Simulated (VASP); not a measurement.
# Se (R-3m) in VASP: further runs, part 2 of 2

VASP 6.6.1.

### Step 4. Relaxation of cell and atoms, r2SCAN+rVV10, target pressure 187.5 GPa, at which the enthalpy is minimised

INCAR

```
SYSTEM = Se
ALGO = Normal
BPARAM = 11.95
CPARAM = 0.0093
EDIFF = 1E-7
EDIFFG = -0.002
ENCUT = 520
IBRION = 2
ISIF = 3
ISMEAR = 0
IVDW_NL = 2
LASPH = .True.
LCHARG = .False.
LMIXTAU = .True.
LREAL = .False.
LUSE_VDW = .True.
LWAVE = .False.
METAGGA = R2SCAN
NELM = 60
NSW = 80
PREC = Accurate
PSTRESS = 1875.0
SIGMA = 0.1
```

KPOINTS

```
k-points
0
Gamma
  21 21 21
  0 0 0
```

POSCAR

```
Se                                      
1.0
    1.9143951369      1.1052765945      0.9600832633
   -1.9143951369      1.1052765945      0.9600832633
    0.0000000000     -2.2105531890      0.9600832633
  Se            
     1
Direct
     0.0000000000000000    0.0000000000000000    0.0000000000000000
```

Potentials or basis: VASP PAW PBE potentials, release 64 (Se).

On the command line:

```
$ cat potpaw_PBE.64/Se/POTCAR > POTCAR
$ mpirun -np 1 vasp_std > vasp.out
```

OUTCAR:

```text
SYSTEM = Se
   BPARAM = 11.95
   EDIFF = 1E-7
   EDIFFG = -0.002
   ENCUT = 520
   IBRION = 2
   ISIF = 3
   ISMEAR = 0
   IVDW_NL = 2
   LASPH = .True.
   LREAL = .False.
   METAGGA = R2SCAN
   NELM = 60
   NSW = 80
   PREC = Accurate
   PSTRESS = 1875.0

 ion  position               nearest neighbor table
   1  0.000  0.000  0.000-

  LATTYP: Found a trigonal (rhomboedric) cell.
 ALAT       =     2.4100425231
 COS(alpha) =    -0.2619546541

  Lattice vectors:

 A1 = (   1.9143951369,   1.1052765945,   0.9600832633)
 A2 = (  -1.9143951369,   1.1052765945,   0.9600832633)
 A3 = (   0.0000000000,  -2.2105531890,   0.9600832633)

Analysis of symmetry for initial positions (statically):
[... 364 lines left out ...]

 Free energy of the ion-electron system (eV)
  ---------------------------------------------------
  ext. energy  EPLUGINS =         0.00000000
  ---------------------------------------------------
  free energy    TOTEN  =       -10.38767258 eV

  energy without entropy =      -10.38596789  energy(sigma->0) =      -10.38682023

 E-fermi :  15.8330     XC(G=0): -14.5532

 val. band max:       15.8278618640   @ k =  -0.4286   0.0952   0.0952
 cond. band min:      15.8460098040   @ k =   0.4286   0.3810   0.1429
 fundamental gap:      0.0181479400
 Fermi energy:        15.8329517074

 k-point     1 :       0.0000    0.0000    0.0000
  band No.  band energies     occupation
      1      -9.7339      2.00000
      2      23.9147      0.00000
      3      23.9173      0.00000
      4      23.9173      0.00000
      5      30.3215      0.00000
      6      30.3215      0.00000
      7      30.3237      0.00000
[... 221 lines left out ...]
 k-point    24 :      -0.3810    0.0476   -0.0000
  band No.  band energies     occupation
      1      -4.5542      2.00000
      2       7.0816      2.00000
      3      16.5650      0.00000
      4      19.9997      0.00000
      5      24.6639      0.00000
      6      25.8960      0.00000
      7      34.9160      0.00000

 [... further k-points ...]
[... 5 lines left out ...]
  --------------------------------------------------------------------------------------
  -------------------------------------------------------------------------------------
  Total       12.6851920     12.6852439     12.6847059      0.0000000      0.0000000      0.0000000
  in kB     1875.0319220   1875.0396032   1874.9600701      0.0000000      0.0000000      0.0000000
  external PRESSURE =       0.0105318 kB  Pullay stress =    1875.0000000 kB
[... 20 lines left out ...]
  energy  without entropy=      -10.3859678882  energy(sigma->0) =      -10.38682023

  enthalpy is  TOTEN    =         2.2973034219 eV   P V=       12.6849760024

 reached required accuracy - stopping structural energy minimisation
```

OSZICAR:

```text
N       E                     dE             d eps       ncg     rms          rms(c)
DAV:   1    -0.272809677934E-01   -0.27281E-01   -0.35195E+03 12775   0.806E+02
DAV:   2    -0.125640568104E+02   -0.12537E+02   -0.12040E+02 17507   0.901E+01
DAV:   3    -0.126768314190E+02   -0.11277E+00   -0.11120E+00 14630   0.954E+00
[... 222 lines left out ...]
DAV:   2    -0.103887511654E+02   -0.17134E-07   -0.13728E-07 12040   0.376E-03
  23 F= 0.22972987E+01 E0= 0.22981512E+01  d E =0.237329E-05
       N       E                     dE             d eps       ncg     rms          rms(c)
DAV:   1    -0.103876725554E+02    0.10786E-02   -0.20773E-05 15750   0.307E-02    0.316E-03
DAV:   2    -0.103876725804E+02   -0.25066E-07   -0.52196E-07 14245   0.714E-03
  24 F= 0.22973034E+01 E0= 0.22981558E+01  d E =0.709525E-05
```

CONTCAR:

```text
Se
   1.00000000000000
     1.9715867349178693    1.1382984636763236    0.8049625443224943
    -1.9715867349178693    1.1382984636763236    0.8049625443224943
     0.0000000000000001   -2.2765969273526458    0.8049625443224900
  Se
     1
Direct
     0.0000000000000000    0.0000000000000000    0.0000000000000000

  0.00000000E+00  0.00000000E+00  0.00000000E+00
```

Wall time 55 min (1 thread of AMD EPYC 7R13 (Zen 3), shared host); peak memory 0.21 GiB.

Results:

* Free energy: -10.3877 eV
* Relaxed volume: 10.84 Å³/atom
* Relaxed cell: a = 2.415 Å, b = 2.415 Å, c = 2.415 Å, α = 109.47°, β = 109.47°, γ = 109.47°
* Space group after relaxing (to 0.05 Å): Im-3m (No. 229)
* Energy change on relaxing (the enthalpy is what falls): +1294.4 meV/atom
* Ionic steps: 24
* Pressure after relaxing: 187.5 GPa
* Band gap on the k mesh: none (metal or under the smearing width)

Step by step:
```
step  energy change (eV)  largest force (eV/Å)  pressure (GPa)  volume (Å³)
   1              0.0000                0.0000          125.00        12.19
   2             22.0629                0.0000         1669.82         5.58
   3              0.8362                0.0000          170.24        11.27
   4              1.0130                0.0000          179.80        11.11
   5              1.1556                0.0000          187.53        10.99
   6              1.1989                0.0000          187.56        10.94
   7              1.4282                0.0000          195.62        10.74
   8              1.1751                0.0000          181.48        10.95
   9              1.2236                0.0000          184.26        10.91
  10              1.1862                0.0000          181.78        10.94
  11              1.1226                0.0000          178.12        10.99
  12              1.1549                0.0000          179.84        10.96
  13              1.1944                0.0000          182.03        10.93
  14              1.2816                0.0000          186.85        10.85
  15              1.2590                0.0000          185.58        10.87
  16              1.2683                0.0000          186.09        10.86
  17              1.2843                0.0000          186.96        10.85
  18              1.2879                0.0000          187.18        10.84
  19              1.2874                0.0000          187.14        10.85
  20              1.2906                0.0000          187.31        10.84
  21              1.2929                0.0000          187.45        10.84
  22              1.2927                0.0000          187.43        10.84
  23              1.2933                0.0000          187.45        10.84
  24              1.2944                0.0000          187.50        10.84
```

Final structure:
```yaml
crystal:
  lattice:
    - [1.97159, 1.13830, 0.80496]
    - [-1.97159, 1.13830, 0.80496]
    - [0.00000, -2.27660, 0.80496]
  atoms:
    - { symbol: Se, position: [0.00000, 0.00000, 0.00000] }
```

Caveat: the cell is relaxed towards a set pressure, so the enthalpy falls and the energy may rise; the PAW data sets were made with another functional, which shifts forces and pressure a little.
